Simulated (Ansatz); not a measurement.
What does this script print? It uses the Ansatz DFT code, driven from Python.

`transition.py`:
```python
'''Pressure at which two phases of Hf cross.'''

import csv
import warnings

import ansatz as az
import numpy as np

MAX_SCF = 80
N_EMPTY = 16
XC = 'revpbe'
DISPERSION = 'd3bj'
CUTOFF = 460
KSPACING = 0.26
SMEARING = 'fermi_dirac'
SIGMA = 0.1


def sc(a_site, a):
    return (
        az.Lattice.cubic(a)
        .space_group(221)
        .atom(a_site, (0, 0, 0))
    )


def hcp(a_site, a):
    return (
        az.Lattice.from_parameters(a, a, 1.633 * a, alpha=90, beta=90, gamma=120)
        .space_group(194)
        .atom(a_site, (1 / 3, 2 / 3, 0.25))
    )


def solve(name, crystal, pressure=0.0):
    calc = crystal.calculation()
    calc = calc.accuracy('medium')
    calc = calc.scf(max_iterations=MAX_SCF, extra_bands=N_EMPTY)
    calc = calc.functional(XC, dispersion=DISPERSION)
    calc = calc.basis(CUTOFF)
    calc = calc.kpoints(spacing=KSPACING).occupations(SMEARING, width=SIGMA)
    calc = calc.relax(force_tolerance=0.03, cell=True, pressure=pressure)
    return calc.run(threads=1, pin='off')


def volume_per_atom(outcome):
    return abs(np.linalg.det(outcome.lattice.cell_ang)) / len(outcome.lattice.sites)

warnings.simplefilter('ignore', az.DeckWarning)

phases = {}
phases['sc'] = sc('Hf', 2.91)
phases['hcp'] = hcp('Hf', 3.16)

# H = E + PV, with 1 eV per cubic angstrom equal to 160.2 GPa
pressures = [0, 5, 10, 20]
enthalpy, volume = {name: [] for name in phases}, {name: [] for name in phases}
for p in pressures:
    for name, crystal in phases.items():
        o = solve(name, crystal, pressure=p)
        volume[name].append(volume_per_atom(o))
        enthalpy[name].append(o.report['energy_sigma0_ev'] / len(o.lattice.sites) + p * volume[name][-1] / 160.21766)
gap = np.array(enthalpy['hcp']) - np.array(enthalpy['sc'])
rows = [(p, va, vb, 1000 * d) for p, va, vb, d in zip(pressures, volume['sc'], volume['hcp'], gap)]
with open('transition.csv', 'w', newline='') as handle:
    writer = csv.writer(handle)
    writer.writerow(['P (GPa)', 'V sc (A^3/atom)', 'V hcp (A^3/atom)', 'H(hcp) - H(sc) (meV/atom)'])
    writer.writerows([round(v, 4) if isinstance(v, float) else v for v in row] for row in rows)
print(open('transition.csv').read())
crossings = [p0 - g0 * (p1 - p0) / (g1 - g0) for p0, p1, g0, g1 in zip(pressures, pressures[1:], gap, gap[1:]) if g0 * g1 < 0]
print('crossing near', [round(float(p), 1) for p in crossings], 'GPa') if crossings else print('no crossing in this range')
```

```console
$ python transition.py
P (GPa),V sc (A^3/atom),V hcp (A^3/atom),H(hcp) - H(sc) (meV/atom)
0,23.7962,21.7423,-1153.7092
5,22.4411,20.8495,-1208.6159
10,21.3534,20.0965,-1250.4461
20,19.7686,18.8741,-1312.5432

no crossing in this range
```

Caveats:
- The settings weren't tested for convergence.
- The run is spin-unpolarised.
- At a fixed pressure a relaxation lowers the enthalpy F + PV, while F alone can rise.
- Dispersion corrections can be off by several per cent in the lattices of metals, and by several GPa in the pressure at a fixed cell.
- For the metals among these phases the mesh is modest: differences between phases can be off by up to 40 meV an atom.
- Spin-orbit coupling, which matters for elements this heavy, is left out.
- Only these two structures are compared, at zero temperature and with their symmetry kept; either may be hypothetical, and another phase may be lower than both. Differences under about 40 meV an atom lie within the error of mesh and functional.
- The cells are prototypes set up for this calculation and needn't exist.
- It ran for 63 s on 1 thread of Intel(R) Xeon(R) Platinum 8375C CPU @ 2.90GHz (Ice Lake) (shared host), peak memory 0.48 GiB.

(Lines on the test bed's own set-up are left out of the output.)
